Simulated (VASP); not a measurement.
SnSe2: single point with PBE

SnSe2:

```
Sn Se
1.0
     3.81100    0.00000    0.00000
    -1.90550    3.30042    0.00000
     0.00000    0.00000    6.13600
Sn Se
1 2
Direct
  0.00000 0.00000 0.00000
  0.33333 0.66667 0.24900
  0.66667 0.33333 0.75100
```

```
Program             : VASP 6.6.1
Task                : single point
Functional          : PBE
Potentials or basis : VASP PAW PBE potentials, release 64 (Sn_d, Se)
Cutoff              : 520 eV
k mesh              : 2 × 2 × 2
Occupations         : fermi-dirac, width 0.01 eV
Spin                : no spin polarisation
```

```json
{
  "Pressure": "10.4 GPa",
  "Largest force": "0.890 eV/Å",
  "Band gap on the k mesh": "0.88 eV, indirect (least direct gap 1.05 eV)"
}
```

Forces on the atoms (eV/Å):
```
Sn   0.000  0.000  0.000
Se   0.000  0.000  0.890
Se   0.000  0.000 -0.890
```

Stress tensor (GPa, compression positive):
```
15.22  0.00  0.00
 0.00 15.22  0.00
 0.00  0.00  0.77
```

Levels at points of the mesh, in eV from the valence-band top:
```csv
k point,band 9,band 10,band 11,band 12,band 13,band 14,band 15,band 16,band 17,band 18
"(0.00, 0.00, 0.00)",-0.68,-0.68,-0.36,-0.36,0.00,1.05,2.91,4.58,4.58,8.05
"(0.50, 0.00, 0.00)",-4.49,-2.93,-2.69,-1.21,-0.26,1.14,3.77,5.44,5.44,7.25
"(0.00, 0.00, 0.50)",-2.07,-0.77,-0.77,-0.20,-0.20,2.40,2.88,4.31,4.31,8.20
"(0.50, 0.00, 0.50)",-4.94,-2.53,-2.00,-0.86,-0.66,0.88,4.24,4.80,5.80,6.32
```

It took 5.8 s on 1 thread of AMD EPYC 9R45 96-Core Processor (Zen 5), with other jobs on the host, peak memory 0.15 GiB.

Caveat: the k mesh is coarse (spacing up to 0.95 Å⁻¹), so the values aren't converged; spin-orbit coupling is left out, which moves the levels of the heavy elements; this functional lacks dispersion, which binds the layers, so the pressure and a relaxed spacing across them are unreliable. A k mesh can miss the band edges.
